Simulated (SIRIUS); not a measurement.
# Ta (Im-3m) in SIRIUS: equation of state

How stiff is Ta in PBEsol, and what volume does it want? The cell is scaled to several volumes.

Program: SIRIUS 7.10.0. These are calculated values, not measurements. Logs are shortened: lines on timing, memory, paths and dates and some standing lists are left out, and cuts for length are marked. The log counts tension as positive stress, the text compression.

**Experimental background.**

“Pressure effects on the electronic structure and superconductivity of (TaNb)0.67(HfZrTi)0.33 high entropy alloy”, 2019, arxiv:1910.08312 quotes, for a bulk crystal of Ta: bulk modulus 194 GPa.

The runs below are set against these values where they give the same quantity.

**1. The crystal as given**

The structure is cubic, space group Im-3m (No. 229). Conventional cell: a = 3.303 Å, b = 3.303 Å, c = 3.303 Å, α = 90.00°, β = 90.00°, γ = 90.00°. Ta (site symmetry m-3m) has 8 Ta at 2.86 Å as nearest neighbours.

**2. Single point, PBEsol, 16.93 Å³/atom (volume scaled by 0.94)**

The input, sirius.json:

```json
{
  "control": {
    "processing_unit": "cpu",
    "verbosity": 2,
    "num_bands_to_print": 13,
    "print_forces": true,
    "print_stress": true
  },
  "parameters": {
    "electronic_structure_method": "pseudopotential",
    "xc_functionals": ["XC_GGA_X_PBE_SOL", "XC_GGA_C_PBE_SOL"],
    "gk_cutoff": 7.7,
    "pw_cutoff": 15.4,
    "ngridk": [11, 11, 11],
    "shiftk": [0, 0, 0],
    "smearing": "fermi_dirac",
    "smearing_width": 0.0018374661,
    "num_bands": 13,
    "num_mag_dims": 0,
    "num_dft_iter": 100,
    "energy_tol": 1e-08,
    "density_tol": 1e-06
  },
  "iterative_solver": {
    "type": "davidson",
    "min_tolerance": 1e-09,
    "tolerance_scale": [0.1, 0.25]
  },
  "mixer": {
    "type": "anderson",
    "beta": 0.7,
    "max_history": 8
  },
  "settings": {
    "tol_ne": 1e-10,
    "pseudo_grid_cutoff": 6.5
  },
  "unit_cell": {
    "lattice_vectors": [
      [-3.056766081895, 3.056766081895, 3.056766081895],
      [3.056766081895, -3.056766081895, 3.056766081895],
      [3.056766081895, 3.056766081895, -3.056766081895]
    ],
    "atom_coordinate_units": "lattice",
    "atom_types": ["Ta"],
    "atom_files": {
      "Ta": "Ta.json"
    },
    "atoms": {
      "Ta": [
        [0.0, 0.0, 0.0]
      ]
    }
  }
}
```

Potentials or basis: PseudoDojo 0.4.1 PBEsol standard (scalar relativistic).

Launch:

```console
$ upf_to_json Ta.upf
$ OMP_NUM_THREADS=1 sirius.scf --input=sirius.json --output=out.json --task=0
```

The program printed:

```text
[info] SIRIUS version : 7.10.0
[info] number of MPI ranks           : 1
[info] MPI grid                      : 1 1
[info] maximum number of OMP threads : 1
[fft] FFT context for density and potential
[fft] =====================================
[fft]   comm size                             : 1
[fft]   plane wave cutoff                     : 15.4
[fft]   grid size                             : 30 30 30   total : 27000
[fft]   grid limits                           : -14 15   -14 15   -14 15
[fft]   number of G-vectors within the cutoff : 3506
[fft]   local number of G-vectors             : 3506
[fft]   number of G-shells                    : 206
[fft] FFT context for coarse grid
[fft] =====================================
[fft]   comm size                             : 1
[fft]   plane wave cutoff                     : 15.4
[fft]   grid size                             : 30 30 30   total : 27000
[fft]   grid limits                           : -14 15   -14 15   -14 15
[fft]   number of G-vectors within the cutoff : 3506
[fft]   local number of G-vectors             : 3506
[fft]   number of G-shells                    : 206
[unit cell] lattice vectors
[unit cell]   a1 :      -3.0567660819      3.0567660819      3.0567660819
[unit cell]   a2 :       3.0567660819     -3.0567660819      3.0567660819
[unit cell]   a3 :       3.0567660819      3.0567660819     -3.0567660819
[unit cell] reciprocal lattice vectors
[unit cell]   b1 :      -0.0000000000      1.0277504295      1.0277504295
[unit cell]   b2 :       1.0277504295     -0.0000000000      1.0277504295
[unit cell]   b3 :       1.0277504295      1.0277504295     -0.0000000000
[unit cell] unit cell volume :       114.24747450 [a.u.^3]
[unit cell] 1/sqrt(omega)    :         0.09355709
[unit cell] MT volume        :         0.00000000 ( 0.00%)
[unit cell] IT volume        :       114.24747450 (100.00%)
[unit cell] number of atom types : 1
[unit cell] type id : 0 symbol : Ta mt_radius :  14.310000 num_atoms : 1
[unit cell] total number of atoms : 1
[unit cell] number of symmetry classes : 1
[unit cell] number of PAW atoms : 0
[unit cell] atom id  type id  class id             position                      vector_field
[unit cell] ------------------------------------------------------------------------------------------
[unit cell]      0        0        0      0.00000   0.00000   0.00000      0.00000   0.00000   0.00000
[unit cell] atom id         position (Cartesian, a.u.)
[... 256 lines left out ...]
[diagonalize] ik:   53   -1.731049   -0.522681   -0.516707   -0.514595    0.586326    0.593366    0.867521    0.867693    0.983419    1.019479    1.159387    1.188240    1.432014
[diagonalize] ik:   54   -1.730728   -0.520904   -0.520904   -0.515061    0.581307    0.581307    0.866537    0.953554    0.953554    1.105408    1.105408    1.112661    1.416524
[diagonalize] ik:   55   -1.730417   -0.520405   -0.519575   -0.519575    0.570662    0.572751    0.950340    0.950340    0.983203    1.035179    1.106308    1.106308    1.363436
[find] Charges and magnetic moments
[find] --------------------------------------------------------------------------------
[find] total charge          : 13.000000
[find] Energy
[find] --------------------------------------------------------------------------------
[find] valence_eval_sum               :      -3.31530180
[find] <rho|V^{XC}>                   :     -10.24279802
[find] <rho|E^{XC}>                   :     -14.74398021
[find] <mag|B^{XC}>                   :       0.00000000
[find] <rho|V^{H}>                    :      13.92760090
[find] one-electron contribution      :      -7.00010468 (Ha),     -14.00020936 (Ry)
[find] hartree contribution           :       6.96380045
[find] xc contribution                :     -14.74398021
[find] ewald contribution             :     -50.30074566
[find] PAW contribution               :       0.00000000
[find] smearing (-TS)                 :      -0.00022759
[find] SCF correction                 :      -0.00000137
[find] Total energy                   :     -65.08103148 (Ha),    -130.16206295 (Ry)
[find] Free energy (E-TS)             :     -65.08125907 (Ha),    -130.16251814 (Ry)
[find] band gap (eV)                  :       0.00000000
[find] Efermi                         :       0.72053914
[find] iteration : 8, RMS : 3.669461618124e-08, energy difference : -7.539284752056e-10
[find] Hartree energy of density residual : 9.045315645826e-15
[find] bands are converged : true
[find] iterative solver converged : true
[find] converged after 9 SCF iterations!
[find] Charges and magnetic moments
[find] --------------------------------------------------------------------------------
[find] total charge          : 13.000000
[find] Energy
[find] --------------------------------------------------------------------------------
[find] valence_eval_sum               :      -3.31530180
[find] <rho|V^{XC}>                   :     -10.24279802
[find] <rho|E^{XC}>                   :     -14.74398021
[find] <mag|B^{XC}>                   :       0.00000000
[find] <rho|V^{H}>                    :      13.92760090
[find] one-electron contribution      :      -7.00010468 (Ha),     -14.00020936 (Ry)
[find] hartree contribution           :       6.96380045
[find] xc contribution                :     -14.74398021
[find] ewald contribution             :     -50.30074566
[find] PAW contribution               :       0.00000000
[find] smearing (-TS)                 :      -0.00022759
[find] SCF correction                 :      -0.00000137
[find] Total energy                   :     -65.08103148 (Ha),    -130.16206295 (Ry)
[find] Free energy (E-TS)             :     -65.08125907 (Ha),    -130.16251814 (Ry)
[find] band gap (eV)                  :       0.00000000
[find] Efermi                         :       0.72053914
[ground_state] === stress tensor components [kbar] ===
[ground_state] === stress_kin ===
[ground_state] -29638.428655    0.000000    0.000000
[ground_state]     0.000000-29638.428655   -0.000000
[ground_state]     0.000000   -0.000000-29638.428655
[ground_state] === stress_har ===
[ground_state] -5977.726769    0.000000    0.000000
[ground_state]     0.000000-5977.726769   -0.000000
[ground_state]     0.000000   -0.000000-5977.726769
[ground_state] === stress_ewald ===
[ground_state] 43178.163404   -0.000000   -0.000000
[ground_state]    -0.00000043178.163404    0.000000
[ground_state]    -0.000000    0.00000043178.163404
[ground_state] === stress_vloc ===
[ground_state]   621.176465   -0.000000   -0.000000
[ground_state]    -0.000000  621.176465    0.000000
[ground_state]    -0.000000    0.000000  621.176465
[ground_state] === stress_xc ===
[ground_state] -11457.318177    0.000000    0.000000
[ground_state]     0.000000-11457.318177   -0.000000
[ground_state]     0.000000   -0.000000-11457.318177
[ground_state] === stress_core ===
[ground_state] 19932.799004   -0.000000   -0.000000
[ground_state]    -0.00000019932.799004    0.000000
[ground_state]    -0.000000    0.00000019932.799004
[ground_state] === stress_nonloc ===
[ground_state] -16753.714443    0.000000    0.000000
[ground_state]     0.000000-16753.714443   -0.000000
[ground_state]     0.000000   -0.000000-16753.714443
[ground_state] === stress_us_nl ===
[ground_state] -16753.714443    0.000000    0.000000
[ground_state]     0.000000-16753.714443   -0.000000
[ground_state]     0.000000   -0.000000-16753.714443
[ground_state] === stress_total ===
[ground_state]   -95.049171    0.000000   -0.000000
[ground_state]     0.000000  -95.049171   -0.000000
[ground_state]    -0.000000   -0.000000  -95.049171
[ground_state] ==== total Forces in Ha/bohr =====
[ground_state] atom:    0, force:       0.0000000      0.0000000      0.0000000
[... 8 lines left out ...]
[ground_state] ==== Ewald forces from ions =====
[ground_state] atom:    0, force:       0.0000000      0.0000000      0.0000000
[~DFT_ground_state] local op. applied: 15067
[~DFT_ground_state] evp. work count: 4697.22
[~DFT_ground_state] number of iterative solver steps: 1262
```

It took 11 s on 1 thread of Arm Neoverse V2, shared host; peak memory 0.24 GiB.

What came out:

- Free energy: -1770.9513 eV
- Pressure: 9.5 GPa
- Band gap on the k mesh: none (metal or under the smearing width)

**3. Single point, PBEsol, 17.29 Å³/atom (volume scaled by 0.96)**

sirius.json: that of step 2 with these lines changed.

```diff
@@ -39,5 +39,5 @@
     "lattice_vectors": [
-      [-3.056766081895, 3.056766081895, 3.056766081895],
-      [3.056766081895, -3.056766081895, 3.056766081895],
-      [3.056766081895, 3.056766081895, -3.056766081895]
+      [-3.078293312783, 3.078293312783, 3.078293312783],
+      [3.078293312783, -3.078293312783, 3.078293312783],
+      [3.078293312783, 3.078293312783, -3.078293312783]
     ],
```

Potentials or basis: PseudoDojo 0.4.1 PBEsol standard (scalar relativistic).

Launch:

```console
$ upf_to_json Ta.upf
$ OMP_NUM_THREADS=1 sirius.scf --input=sirius.json --output=out.json --task=0
```

It took 11 s on 1 thread of Arm Neoverse V2, shared host; peak memory 0.25 GiB.

The run converged. Its results:

```yaml
Free_energy: -1770.9668 eV
Pressure: 4.4 GPa
Band_gap_on_the_k_mesh: none (metal or under the smearing width)
```

**4. Single point, PBEsol, 17.65 Å³/atom (volume scaled by 0.98)**

sirius.json: that of step 3 with these lines changed.

```diff
@@ -39,5 +39,5 @@
     "lattice_vectors": [
-      [-3.078293312783, 3.078293312783, 3.078293312783],
-      [3.078293312783, -3.078293312783, 3.078293312783],
-      [3.078293312783, 3.078293312783, -3.078293312783]
+      [-3.099523592864, 3.099523592864, 3.099523592864],
+      [3.099523592864, -3.099523592864, 3.099523592864],
+      [3.099523592864, 3.099523592864, -3.099523592864]
     ],
```

Launch:

```console
$ upf_to_json Ta.upf
$ OMP_NUM_THREADS=1 sirius.scf --input=sirius.json --output=out.json --task=0
```

Wall time 11 s (1 thread of Arm Neoverse V2, shared host); peak memory 0.25 GiB.

It converged, with:

```yaml
Free_energy: -1770.9715 eV
Pressure: -0.2 GPa
Band_gap_on_the_k_mesh: none (metal or under the smearing width)
```

**5. Single point, PBEsol, 18.37 Å³/atom (volume scaled by 1.02)**

sirius.json: that of step 4 with these lines changed.

```diff
@@ -39,5 +39,5 @@
     "lattice_vectors": [
-      [-3.099523592864, 3.099523592864, 3.099523592864],
-      [3.099523592864, -3.099523592864, 3.099523592864],
-      [3.099523592864, 3.099523592864, -3.099523592864]
+      [-3.141132901327, 3.141132901327, 3.141132901327],
+      [3.141132901327, -3.141132901327, 3.141132901327],
+      [3.141132901327, 3.141132901327, -3.141132901327]
     ],
```

Launch:

```console
$ upf_to_json Ta.upf
$ OMP_NUM_THREADS=1 sirius.scf --input=sirius.json --output=out.json --task=0
```

It took 11 s on 1 thread of Arm Neoverse V2, shared host; peak memory 0.25 GiB.

Results (log left out):

- Free energy: -1770.9529 eV
- Pressure: -7.9 GPa
- Band gap on the k mesh: none (metal or under the smearing width)

**6. Single point, PBEsol, 18.73 Å³/atom (volume scaled by 1.04)**

sirius.json: that of step 5 with these lines changed.

```diff
@@ -39,5 +39,5 @@
     "lattice_vectors": [
-      [-3.141132901327, 3.141132901327, 3.141132901327],
-      [3.141132901327, -3.141132901327, 3.141132901327],
-      [3.141132901327, 3.141132901327, -3.141132901327]
+      [-3.161530439765, 3.161530439765, 3.161530439765],
+      [3.161530439765, -3.161530439765, 3.161530439765],
+      [3.161530439765, 3.161530439765, -3.161530439765]
     ],
```

Potentials or basis: PseudoDojo 0.4.1 PBEsol standard (scalar relativistic).

Launch:

```console
$ upf_to_json Ta.upf
$ OMP_NUM_THREADS=1 sirius.scf --input=sirius.json --output=out.json --task=0
```

It took 12 s on 1 thread of Arm Neoverse V2, shared host; peak memory 0.25 GiB.

Results (log left out):

```
Free energy            : -1770.9315 eV
Pressure               : -11.1 GPa
Band gap on the k mesh : none (metal or under the smearing width)
```

**7. Single point, PBEsol, 19.09 Å³/atom (volume scaled by 1.06)**

sirius.json: that of step 6 with these lines changed.

```diff
@@ -39,5 +39,5 @@
     "lattice_vectors": [
-      [-3.161530439765, 3.161530439765, 3.161530439765],
-      [3.161530439765, -3.161530439765, 3.161530439765],
-      [3.161530439765, 3.161530439765, -3.161530439765]
+      [-3.181668119319, 3.181668119319, 3.181668119319],
+      [3.181668119319, -3.181668119319, 3.181668119319],
+      [3.181668119319, 3.181668119319, -3.181668119319]
     ],
```

Potentials or basis: PseudoDojo 0.4.1 PBEsol standard (scalar relativistic).

Launch:

```console
$ upf_to_json Ta.upf
$ OMP_NUM_THREADS=1 sirius.scf --input=sirius.json --output=out.json --task=0
```

The program printed:

```text
[info] SIRIUS version : 7.10.0
[info] number of MPI ranks           : 1
[info] MPI grid                      : 1 1
[info] maximum number of OMP threads : 1
[fft] FFT context for density and potential
[fft] =====================================
[fft]   comm size                             : 1
[fft]   plane wave cutoff                     : 15.4
[fft]   grid size                             : 30 30 30   total : 27000
[fft]   grid limits                           : -14 15   -14 15   -14 15
[fft]   number of G-vectors within the cutoff : 3968
[fft]   local number of G-vectors             : 3968
[fft]   number of G-shells                    : 230
[fft] FFT context for coarse grid
[fft] =====================================
[fft]   comm size                             : 1
[fft]   plane wave cutoff                     : 15.4
[fft]   grid size                             : 30 30 30   total : 27000
[fft]   grid limits                           : -14 15   -14 15   -14 15
[fft]   number of G-vectors within the cutoff : 3968
[fft]   local number of G-vectors             : 3968
[fft]   number of G-shells                    : 230
[unit cell] lattice vectors
[unit cell]   a1 :      -3.1816681193      3.1816681193      3.1816681193
[unit cell]   a2 :       3.1816681193     -3.1816681193      3.1816681193
[unit cell]   a3 :       3.1816681193      3.1816681193     -3.1816681193
[unit cell] reciprocal lattice vectors
[unit cell]   b1 :      -0.0000000000      0.9874042596      0.9874042596
[... 318 lines left out ...]
[find] <rho|V^{H}>                    :      15.33470774
[find] one-electron contribution      :      -9.75449955 (Ha),     -19.50899911 (Ry)
[find] hartree contribution           :       7.66735387
[find] xc contribution                :     -14.66583509
[find] ewald contribution             :     -48.32610048
[find] PAW contribution               :       0.00000000
[find] smearing (-TS)                 :      -0.00040672
[find] SCF correction                 :       0.00000023
[find] Total energy                   :     -65.07908102 (Ha),    -130.15816205 (Ry)
[find] Free energy (E-TS)             :     -65.07948775 (Ha),    -130.15897550 (Ry)
[find] band gap (eV)                  :       0.00000000
[find] Efermi                         :       0.62775744
[ground_state] === stress tensor components [kbar] ===
[ground_state] === stress_kin ===
[ground_state] -25960.766874   -0.000000    0.000000
[ground_state]    -0.000000-25960.766874    0.000000
[ground_state]     0.000000    0.000000-25960.766874
[ground_state] === stress_har ===
[ground_state] -5836.563815   -0.000000    0.000000
[ground_state]    -0.000000-5836.563815    0.000000
[ground_state]     0.000000    0.000000-5836.563815
[ground_state] === stress_ewald ===
[ground_state] 36786.924698    0.000000   -0.000000
[ground_state]     0.00000036786.924698   -0.000000
[ground_state]    -0.000000   -0.00000036786.924698
[ground_state] === stress_vloc ===
[ground_state]  2509.514804    0.000000   -0.000000
[ground_state]     0.000000 2509.514804   -0.000000
[ground_state]    -0.000000   -0.000000 2509.514804
[ground_state] === stress_xc ===
[ground_state] -10209.340553   -0.000000    0.000000
[ground_state]    -0.000000-10209.340553    0.000000
[ground_state]     0.000000    0.000000-10209.340553
[ground_state] === stress_core ===
[ground_state] 17664.347871    0.000000   -0.000000
[ground_state]     0.00000017664.347871   -0.000000
[ground_state]    -0.000000   -0.00000017664.347871
[ground_state] === stress_nonloc ===
[ground_state] -14813.087325   -0.000000    0.000000
[ground_state]    -0.000000-14813.087325    0.000000
[ground_state]     0.000000    0.000000-14813.087325
[ground_state] === stress_us_nl ===
[ground_state] -14813.087325   -0.000000    0.000000
[ground_state]    -0.000000-14813.087325    0.000000
[ground_state]     0.000000    0.000000-14813.087325
[ground_state] === stress_total ===
[ground_state]   141.028805    0.000000   -0.000000
[ground_state]     0.000000  141.028805   -0.000000
[ground_state]    -0.000000   -0.000000  141.028805
[ground_state] ==== total Forces in Ha/bohr =====
[ground_state] atom:    0, force:       0.0000000      0.0000000      0.0000000
[... 8 lines left out ...]
[ground_state] ==== Ewald forces from ions =====
[ground_state] atom:    0, force:       0.0000000      0.0000000      0.0000000
[~DFT_ground_state] local op. applied: 16402
[~DFT_ground_state] evp. work count: 5014.22
[~DFT_ground_state] number of iterative solver steps: 1383
```

Run time: 12 s. Hardware: 1 thread of Arm Neoverse V2, shared host; peak memory 0.25 GiB.

What came out:

```yaml
Free_energy: -1770.9031 eV
Pressure: -14.1 GPa
Band_gap_on_the_k_mesh: none (metal or under the smearing width)
```

**8. Equation of state, PBEsol**

Potentials or basis: PseudoDojo 0.4.1 PBEsol standard (scalar relativistic).

This step only gathers the single runs of the series.

Results:

- Equilibrium volume: 17.64 Å³/atom
- Bulk modulus: 212 GPa
- Pressure derivative of the bulk modulus: 4.4

Energy against volume, from the lowest point:
```csv
volume (Å³/atom),energy (meV/atom)
16.930,20.26
17.290,4.71
17.650,0.00
18.010,4.99
18.371,18.63
18.731,40.05
19.091,68.46
```

Spin-orbit coupling is left out, which matters for the levels of Ta.

**9. How close it comes**

Step 8. A measured bulk modulus of Ta is 194 GPa (quoted in “Pressure effects on the electronic structure and superconductivity of (TaNb)0.67(HfZrTi)0.33 high entropy alloy”, 2019, arxiv:1910.08312); the calculated 212 GPa misses it by +9.1 %. The fit is for a static lattice scaled at fixed shape and fixed fractional positions.
